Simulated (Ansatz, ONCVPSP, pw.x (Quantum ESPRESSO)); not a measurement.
## Equation-of-state test of one ONCV potential (Be (Z = 4))

Be, optimised norm-conserving Vanderbilt (ONCV), made with ONCVPSP 4.0.1 (PBE, scalar-relativistic). Core [He], reference 2s2. Waves: 2s: rc 2.20 bohr, ncon 4, nbas 8, qcut 3.3 1/bohr, 2 projectors, debl 1.2 Ha; p scattering state at 0.47 Ha: rc 2.10 bohr, ncon 3, nbas 7, qcut 3.6 1/bohr, 2 projectors, debl 3.4 Ha; d scattering state at 0.37 Ha: rc 1.88 bohr, ncon 3, nbas 6, qcut 4.2 1/bohr, 2 projectors, debl 3.5 Ha. Local part: polynomial inside 1.70 bohr (lpopt 5, dvloc0 0 Ha). Core correction: polynomial model core, fcfact 0.3.

In the p channel the program set the typed energies aside and used 0.050, 3.450 Ha.

Atomic tests: cutoffs needed: 4.2 Ha and 10 Ha (the cutoffs (Ha) at which the residual kinetic energy of the hardest occupied pseudo-wave falls to 1 and 0.1 mHa per electron) The cutoffs count occupied waves only; projector 2 of the p channel, the hardest unoccupied one, needs 47 Ha at the loose tolerance.; ghost test: no bound ghost flagged; no localised positive-energy state flagged; largest excitation error: -43 meV (all-electron minus pseudo) for 2s0 2p1, out of 4 test configurations.

Crystal test: bcc Be in pw.x 7.5, no spin, 18³ k-points, Fermi–Dirac smearing 0.01 Ry, cutoffs 50/200 Ry. The reference is all-electron LAPW (Ansatz 0.2.0) with the same functional, mesh and smearing; V0 and B0 come from Birch–Murnaghan fits to the pressures at five volumes. Errors are pseudo minus all-electron; Δ is the rms difference of the E(V) curves that follow from these fits, minima aligned, over ±6 % about the mean V0. Mesh and smearing are coarse, so the numbers serve the comparison and aren't converged zero-temperature values; the lattice is a test structure that the element need not adopt.

| V (Å³/atom) | P all-electron (GPa) | P pseudo (GPa) |
| --- | --- | --- |
| 7.430 | 6.89 | -1.31 |
| 7.625 | 3.27 | -4.28 |
| 7.821 | 0.04 | -6.94 |
| 8.017 | -2.85 | -9.30 |
| 8.212 | -5.43 | -11.41 |

All-electron: a0 = 2.501 Å (V0 = 7.82 Å³/atom), B0 = 122.0 GPa.

Pseudopotential: mean pressure error (GPa): -7.03. The pressure does not cross zero within the volumes sampled, so no fit is given. The largest radius (2.20 bohr) exceeds half the bond length (2.05 bohr), so the spheres overlap, which is one possible source of error among others. This is a poor potential for the solid.

Question: At the middle volume, how do free energy and pressure move when the wave cutoff is lowered (ecutrho kept at four times it)?

Answer:

```json
{"cutoff (Ry)": "22", "shift of F (meV/atom)": "+13.4", "shift of P (GPa)": "+0.14"}
{"cutoff (Ry)": "30", "shift of F (meV/atom)": "+9.2", "shift of P (GPa)": "+0.30"}
{"cutoff (Ry)": "40", "shift of F (meV/atom)": "+3.5", "shift of P (GPa)": "-0.26"}
```

The run at the middle volume (195 k-points, 4 iterations) took about 2.7 s on one core of a shared host (Intel(R) Xeon(R) 6975P-C, 192 threads, 1512 GiB, load 117).
